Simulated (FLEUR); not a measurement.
**PbF2 (Fluorocronite) under changes of volume**

One of the cells (17.354 Å³/atom); the others are scaled copies at fixed shape and fractional positions:

```xyz
3
Lattice="0.0000 2.9637 2.9637 2.9637 0.0000 2.9637 2.9637 2.9637 0.0000" Properties=species:S:1:pos:R:3 pbc="T T T"
Pb    0.0000    0.0000    0.0000
F     4.4455    4.4455    4.4455
F     1.4818    1.4818    1.4818
```

* Program: FLEUR MaX-R8.1 (later development tree)
* Functional: PBEsol
* Potentials or basis: all-electron
* Basis: FLAPW
* Kmax: 4.19 1/bohr
* k mesh: 8 × 8 × 8
* Occupations: fermi-dirac, width 0.05 eV
* Spin: no spin polarisation

```csv
volume (Å³/atom),energy over the lowest point (meV/atom),gap on the mesh (eV)
16.313,8.70,4.28
16.660,2.43,4.29
17.007,0.00,4.30
17.354,?,?
17.701,4.54,4.31
18.048,11.23,4.31
18.395,20.54,4.30
```

Problem. What does the run at 17.354 Å³/atom give?

Solution. Energy over the lowest point 0.72 meV/atom; gap on the mesh 4.31 eV.

Worked out: A Birch-Murnaghan fit of order 3 (a polynomial in V^(-2/3)) to the other rows has its minimum at 17.10 Å³/atom with B0 = V·E''(V) = 74 GPa and B' = 3.0. It gives 0.71 meV/atom at 17.354 Å³/atom, against the run's 0.72. A parabola through the other rows of the gap, of slope 0.184 eV per unit of ln V there, gives 4.31 eV, against the run's 4.31.

Energies are extrapolated to zero smearing.

Caveats: spin-orbit coupling is left out, which as a rule narrows the gap of such compounds by several tenths of an eV.

A mesh can miss the band edges.
